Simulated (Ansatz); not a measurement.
# Ag: relaxation of cell and atoms with PBE

Ag:

```
CELL_PARAMETERS angstrom
-1.65565 1.65565 1.65565
1.65565 -1.65565 1.65565
1.65565 1.65565 -1.65565
ATOMIC_POSITIONS crystal
Ag 0.00000 0.00000 0.00000
```

This isn't the form of Ag at room conditions, which is fcc.

- Program: Ansatz 0.2.0
- Task: relaxation of cell and atoms
- Functional: PBE
- Potentials or basis: Ansatz PAW
- Cutoff: 420 eV (not typed: the program's choice for these potentials)
- k mesh: 11 × 11 × 11
- Occupations: fermi-dirac, width 0.05 eV
- Spin: no spin polarisation
- Target pressure: 20 GPa
- Target pressure (GPa): 20

The relaxed volume is 15.52 Å³/atom. The relaxed cell is a = 2.722 Å, b = 2.722 Å, c = 2.722 Å, α = 109.47°, β = 109.47°, γ = 109.47°, the space group after relaxing (to 0.05 Å) is Im-3m (No. 229) and the energy change on relaxing (the enthalpy is what falls) is +130.9 meV/atom. The ionic steps are 5, the pressure after relaxing is 20.0 GPa and the band gap on the k mesh is none (metal or under the smearing width).

The path:
| step | energy change (eV) | largest force (eV/Å) | volume (Å³) |
| --- | --- | --- | --- |
| 1 | 0.0000 | 0.0000 | 18.15 |
| 2 | 0.1168 | 0.0000 | 15.63 |
| 3 | 0.1339 | 0.0000 | 15.49 |
| 4 | 0.1295 | 0.0000 | 15.52 |
| 5 | 0.1309 | 0.0000 | 15.52 |

Final structure:
```
Ag
1.0
    -1.57139    1.57139    1.57139
     1.57139   -1.57139    1.57139
     1.57139    1.57139   -1.57139
Ag
1
Cartesian
  0.0000 0.0000 0.0000
```

Levels at points of the mesh, in eV from the Fermi level:
```csv
k point,band 6,band 7,band 8,band 9,band 10,band 11,band 12,band 13
"(0.00, 0.00, 0.00)",-5.30,-5.30,-5.30,-3.74,-3.74,18.07,18.07,18.07
```

It took 1.9 s on 2 threads of Arm Neoverse V2 (shared host), peak memory 0.27 GiB.

Caveat: the plane-wave basis is chosen anew once the cell has moved, so the energies of steps on either side of that aren't comparable.
